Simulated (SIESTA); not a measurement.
# Er: band structure with PBEsol

Er:

```
Er
1.0
     3.55880    0.00000    0.00000
    -1.77940    3.08201    0.00000
     0.00000    0.00000    5.58740
Er
2
Direct
  0.66667 0.33333 0.75000
  0.33333 0.66667 0.25000
```

- Program: SIESTA 5.4.2
- Task: band structure
- Functional: PBEsol
- Potentials or basis: PseudoDojo 3+ lanthanides (4f in the core) (PBE files)
- Basis: DZP (energy shift 0.003 Ry; two zetas on semicore shells)
- Grid cutoff: 800 Ry
- Energy shift: 0.003 Ry
- k mesh: 9 × 9 × 5
- Occupations: fermi-dirac, width 0.05 eV
- Spin: collinear spin, ferromagnetic start
- Starting moments: [3.0, 3.0] μB

The pressure is -2.5 GPa. The band gap on the k mesh is none (metal or under the smearing width) and the net moment is 0.00 μB per cell.

Stress tensor (GPa, compression positive):
```
-2.20  0.00  0.00
 0.00 -2.20  0.00
 0.00  0.00 -2.99
```

Levels at the corners of the path, in eV from the Fermi level:
Spin up:
```tsv
point	band 6	band 7	band 8	band 9	band 10	band 11	band 12	band 13	band 14	band 15
Γ	-24.28	-24.28	-24.25	-5.47	-2.28	1.03	1.96	1.96	2.34	2.71
M	-24.50	-24.41	-24.34	-2.09	-1.36	-0.91	-0.09	1.58	1.64	2.31
K	-24.51	-24.51	-24.50	-0.80	-0.79	-0.79	-0.47	1.20	1.20	2.62
Γ	-24.28	-24.28	-24.25	-5.47	-2.28	1.03	1.96	1.96	2.34	2.71
A	-24.33	-24.33	-24.33	-3.86	-3.86	1.08	1.08	1.87	1.87	1.87
L	-24.42	-24.40	-24.40	-1.98	-1.98	0.08	0.08	1.55	1.55	3.22
H	-24.61	-24.35	-24.35	-0.59	-0.59	-0.40	-0.40	0.51	0.51	3.22
A	-24.33	-24.33	-24.33	-3.86	-3.86	1.08	1.08	1.87	1.87	1.87
L	-24.42	-24.40	-24.40	-1.98	-1.98	0.08	0.08	1.55	1.55	3.22
M	-24.50	-24.41	-24.34	-2.09	-1.36	-0.91	-0.09	1.58	1.64	2.31
K	-24.51	-24.51	-24.50	-0.80	-0.79	-0.79	-0.47	1.20	1.20	2.62
H	-24.61	-24.35	-24.35	-0.59	-0.59	-0.40	-0.40	0.51	0.51	3.22
```
Spin down:
```tsv
point	band 8	band 9	band 10	band 11	band 12	band 13
Γ	-24.25	-5.47	-2.28	1.03	1.96	1.96
M	-24.34	-2.08	-1.36	-0.91	-0.09	1.58
K	-24.50	-0.80	-0.79	-0.79	-0.47	1.20
Γ	-24.25	-5.47	-2.28	1.03	1.96	1.96
A	-24.33	-3.86	-3.86	1.08	1.08	1.87
L	-24.40	-1.98	-1.98	0.08	0.08	1.55
H	-24.35	-0.59	-0.59	-0.40	-0.40	0.51
A	-24.33	-3.86	-3.86	1.08	1.08	1.87
L	-24.40	-1.98	-1.98	0.08	0.08	1.55
M	-24.34	-2.08	-1.36	-0.91	-0.09	1.58
K	-24.50	-0.80	-0.79	-0.79	-0.47	1.20
H	-24.35	-0.59	-0.59	-0.40	-0.40	0.51
```

Wall time 2.7 min on 1 thread of Arm Neoverse V2 (shared host), peak memory 0.41 GiB.

Caveat: the magnetic or orbital state may not be the lowest; the potentials were made for another functional, which shifts forces and pressure; short orbitals over semicore shells can move pressures by several GPa; spin-orbit coupling is left out, which moves the levels of the heavy elements; the 4f electrons are frozen in the core as for a trivalent ion, so they carry no moment and show no levels; the basis of atomic orbitals isn't converged, which shifts pressures, moduli and gaps. The state reached can hang on the start; a lower one may exist.
